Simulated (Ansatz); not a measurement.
# Cu: the cost of one run

Method: DFT PBE, scalar-relativistic, plane waves, PAW, in Ansatz 0.2.0.

**1. The structure to begin with**

The structure is cubic, space group Fm-3m (No. 225). Conventional cell: a = 3.577 Å, b = 3.577 Å, c = 3.577 Å, α = 90.00°, β = 90.00°, γ = 90.00°. Cu (site symmetry m-3m) is surrounded by 12 Cu at 2.53 Å.

Coordinates:

```
CELL_PARAMETERS angstrom
0.00000 1.78872 1.78872
1.78872 0.00000 1.78872
1.78872 1.78872 0.00000
ATOMIC_POSITIONS crystal
Cu 0.00000 0.00000 0.00000
```

This is candidate A: structure listed in a database for this formula (Fm-3m, No. 225).

(A quick probe on a coarse mesh, which set the mesh and smearing, is not shown.)

**3. Coarse relaxation (candidate A)**

Contents of input.yaml:

```yaml
crystal:
  lattice:
    - [0.0, 1.7887153358, 1.7887153358]
    - [1.7887153358, 0.0, 1.7887153358]
    - [1.7887153358, 1.7887153358, 0.0]
  atoms:
    - { symbol: Cu, position: [0.0, 0.0, 0.0] }
basis:
  ecutwfc: 420
kpoints:
  mp_grid: { grid: [8, 8, 8] }
hamiltonian:
  xc: pbe
scf:
  occupations: { method: gaussian, width: 0.1 }
  lower_state_search: "off"
output:
  forces: true
  stress: true
  eigenvalues: true
relax:
  adjacent_minimum: "off"
  f_tol: 0.04
  max_steps: 70
  cell: { stress_tol: 0.4 }
```

Q: Estimate wall time and peak memory on 1 thread of an x86-64 CPU, shared host.

About 2.5 s, with a peak of 0.31 GiB.
